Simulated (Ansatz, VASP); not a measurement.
**AlN: VASP beside Ansatz**

Contents of INCAR:

```
SYSTEM = AlN
ALGO     = Normal         ! electronic algorithm
EDIFF    = 1E-7           ! SCF threshold, eV
ENCUT    = 520            ! plane-wave cutoff, eV
GGA      = PE             ! functional
ISIF     = 2              ! what is computed and relaxed
ISMEAR   = 0              ! smearing method
LASPH    = .TRUE.         ! aspherical terms in the spheres
LCHARG   = .FALSE.        ! write CHGCAR
LREAL    = .FALSE.        ! projectors in reciprocal space
LWAVE    = .FALSE.        ! write WAVECAR
NBANDS   = 11             ! bands
NELM     = 100            ! most SCF steps
PREC     = Accurate       ! precision mode
SIGMA    = 0.05           ! smearing width, eV
```

The input KPOINTS:

```
k-points
0
G
  10 10 10
  0 0 0
```

Contents of POSCAR:

```
AlN
1.0
    0.0000000000      2.0345180000      2.0040002300
    2.0345180000      0.0000000000      2.0040002300
    2.0345180000      2.0345180000      0.0000000000
Al N
1 1
Direct
    0.5000000000      0.5000000000      0.5000000000
    0.0000000000      0.0000000000      0.0000000000
```

Input for Ansatz:

```yaml
crystal:
  lattice:
    - [0.0, 2.034518, 2.00400023]
    - [2.034518, 0.0, 2.00400023]
    - [2.034518, 2.034518, 0.0]
  atoms:
    - { symbol: Al, position: [0.5, 0.5, 0.5] }
    - { symbol: "N", position: [0.0, 0.0, 0.0] }
basis:
  ecutwfc: 420
kpoints:
  mp_grid: { grid: [10, 10, 10] }
hamiltonian:
  xc: pbe
scf:
  occupations: { method: gaussian, width: 0.05 }
output:
  forces: true
  stress: true
  eigenvalues: true
```

Change from the starting cell: strain +0.000 along x and y, -0.015 along z, atoms carried along.

Alike in both runs: task single point; functional PBE; k mesh 10 × 10 × 10; occupations gaussian, width 0.05 eV; no spin polarisation.

```csv
,VASP,Ansatz
version,VASP 6.6.1,Ansatz 0.2.0
potentials or method,"VASP PAW PBE potentials, release 64 (Al, N)","scalar-relativistic, plane waves, PAW"
plane-wave cutoff (eV),520,420
valence electrons in the cell,8,8
```

VASP gave:

| Item | Value |
| --- | --- |
| gap on the k mesh at the Fermi level (eV) | 4.44 |
| least direct gap on the mesh (eV) | 5.58 |
| pressure (GPa) | 4.0 |
| largest component of the traceless stress (GPa) | 2.91 |

Q: Estimate Ansatz's values.

A: gap on the k mesh at the Fermi level (eV): 4.47; least direct gap on the mesh (eV): 5.57; pressure (GPa): 4.3; largest component of the traceless stress (GPa): 2.92.

A k mesh can miss the band edges.
